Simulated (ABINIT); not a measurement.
Runs of ABINIT 10.8.3 (patched build) on SnTe. Symmetry: Fm-3m, No. 225, cubic system. Conventional cell: a = 6.302 Å, b = 6.302 Å, c = 6.302 Å, α = 90.00°, β = 90.00°, γ = 90.00°. Around Te (site symmetry m-3m) lie 6 Sn at 3.15 Å. Sn (site symmetry m-3m) is surrounded by 6 Te at 3.15 Å. 

```csv
task,level,potentials or basis,k mesh,cutoff (eV),fine-grid cutoff,most SCF steps,inner loops (nnsclo),screening length of exact exchange (1/bohr),other keys,mesh quality,pressure (GPa),V0 of scaled cells (Å³/atom),B0 (GPa)
equation of state,PBE,JTH PAW PBE v2.0 sp,7 × 7 × 7,599,1197.3 eV,-,-,-,-,not flagged,-,32.76,41
equation of state,PBE,PseudoDojo NC SR PBE v0.4.1 standard,7 × 7 × 7,1088,-,-,-,-,-,not flagged,-,32.91,40
equation of state,PBE,Ansatz NC PBE,7 × 7 × 7,1116,-,-,-,-,-,not flagged,-,(a),40
equation of state,PBE,JTH PAW PBE v2.0,7 × 7 × 7,599,1197.3 eV,-,-,-,-,not flagged,-,32.83,40
single point,HSE06,SPMS NC PBE v1.0,3 × 3 × 3,707,-,60,2,0.08,nnsclo = 2; nband = 35; hyb_range = 0.08,coarse,-1.4,-,-
equation of state,PBE,SPMS NC PBE v1.0,7 × 7 × 7,707,-,-,-,-,-,not flagged,-,(b),40
single point,HSE06,PseudoDojo NC SR PBE v0.4.1 standard,3 × 3 × 3,952,-,60,-,-,-,coarse,0.9,-,-
single point,PBE0,SPMS NC PBE v1.0,3 × 3 × 3,707,-,60,-,-,-,coarse,0.2,-,-
```

Alike in all rows: no spin polarisation; cell as given; smearing fermi-dirac 0.05 eV.

Q: Estimate the missing entries.

A: (a) 32.89; (b) 32.92.

Caveats: some runs use coarse meshes; pressures at fixed basis lie under the slope of the energies (some runs); the potentials were made for another functional, which shifts forces and pressure (some runs); Libxc's HSE differs a little from that of other programs (some runs); this set keeps more shells in the core, which shifts pressures and gaps (some runs).
